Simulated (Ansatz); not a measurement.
Understanding rocksalt-structured RbCl from first principles

**What was measured.** A cell as deposited of cubic RbCl (space group Fm-3m), temperature not stated, from the Crystallography Open Database (1969, doi:10.1177/000271625731300103), has a = 6.579 Å and 35.59 Å³/atom.

The computed numbers are results of PBE, scalar-relativistic (no spin polarisation) in the plane-wave PAW code Ansatz at 420 eV, 10×10×10 k-mesh, Gaussian smearing of 0.05 eV. The datasets are Ansatz's generated set soft_2.

The start was a prototype's sites filled with these elements; the Crystallography Open Database holds the compound in this structure.

The relaxed structure (symmetry read at 0.01 Å). Symmetry: Fm-3m, No. 225, cubic system. Conventional cell: a = 6.698 Å, b = 6.698 Å, c = 6.698 Å, α = 90.00°, β = 90.00°, γ = 90.00°. Around Rb (site symmetry m-3m) lie 6 Cl at 3.35 Å. Cl (site symmetry m-3m) has 6 Rb at 3.35 Å as nearest neighbours. (Shells end 15 % past the nearest neighbour.)

Task: Should it be a metal or an insulator?

Result: Formal charges Rb⁺, Cl⁻ balance and leave closed shells on every ion, so a band insulator is expected, and the gap is 4.84 eV.

Task: What kind of gap is it?

Result: It is direct, 4.84 eV. Within 0.6 eV of the edges the projected states are 97 % Cl 3p at the top of the valence band and 83 % Rb 5s at the bottom of the conduction band. The lowest excitation takes an electron from Cl back to Rb, as in ionic insulators.

Task: What fixes the bond lengths?

Result: Shannon's ionic radii give a check on the bond lengths: Rb⁺ with 6 neighbours 1.52 Å + Cl⁻ 1.81 Å = 3.33 Å against a computed mean of 3.35 Å. Sums and bonds agree within 3 %, so ion sizes set the bond lengths.

Task: How ionic is it?

Result: Bader charges against formal ones: Rb +0.85 (+1), Cl −0.85 (−1). The cations give up 85 % of the formal charge; Bader charges stay under formal ones because the anions' density reaches into the cations' basins, though a share this high marks a strongly ionic bond.

Task: How stiff is it, in energy terms?

Result: B0·V0 = 14.2 GPa × 37.58 Å³ = 3.33 eV/atom sets the scale: near the minimum ΔE ≈ ½ B0 V0 x², with x = V/V0 − 1, and a pressure of 0.14 GPa squeezes the volume by about 1 %. At the ends of the curve: x = −5.5 % predicts 5.1 meV/atom and the run gives 5.7; x = +10.0 % predicts 16.5 meV/atom and the run gives 13.6. The curve is steeper than the parabola on the compressed side and flatter on the expanded side: the bulk modulus rises with pressure.

Task: Which Debye temperature follows from the elastic moduli?

Result: K = 14.2 GPa and G = 7.7 GPa (Hill). With a density of 2.673 g/cm³ (mean mass 60.5 u, 37.56 Å³/atom), K = 14.22 and G = 7.66 GPa from the unrounded constants, v_l = √((K + 4G/3)/ρ) = 3020 m/s and v_t = √(G/ρ) = 1690 m/s. The mean [(1/v_l³ + 2/v_t³)/3]^(−1/3) is 1880 m/s, and θ_D = (ħ/k_B)(6π²/V)^(1/3) v_m ≈ 170 K, with V the volume an atom.

All results together:

```
Volume                                                : 37.56 Å³/atom
Band gap                                              : 4.84 eV
Smallest direct gap                                   : 4.84 eV
Bader charges                                         : Rb 0.85; Cl -0.85 e
Formation energy from the elements (0 K, uncorrected) : -1.99 eV/atom
Bulk modulus (Birch–Murnaghan)                        : 14.2 GPa
Pressure derivative B0′                               : 5.0
Shear modulus (Hill)                                  : 7.7 GPa
Young's modulus                                       : 19.5 GPa
Poisson's ratio                                       : 0.27
Elastically stable                                    : yes
```

**Against experiment.** PBE gives 6.698 Å and 37.56 Å³/atom, +5.5 % in volume (+1.8 % in length) from the database's cell. PBE usually overestimates volumes, but by less than this. The static lattice also lacks zero-point motion and thermal expansion, roughly 2.3 to 5.8 % in volume at 300 K (room temperature assumed) by Grüneisen's rule, γ·3k_BT/(B0·V0) with γ of 1 to 2.5, so its own overestimate is larger than the figure. The database's entry may also be off.

Semilocal functionals underestimate band gaps, commonly by a third or more.
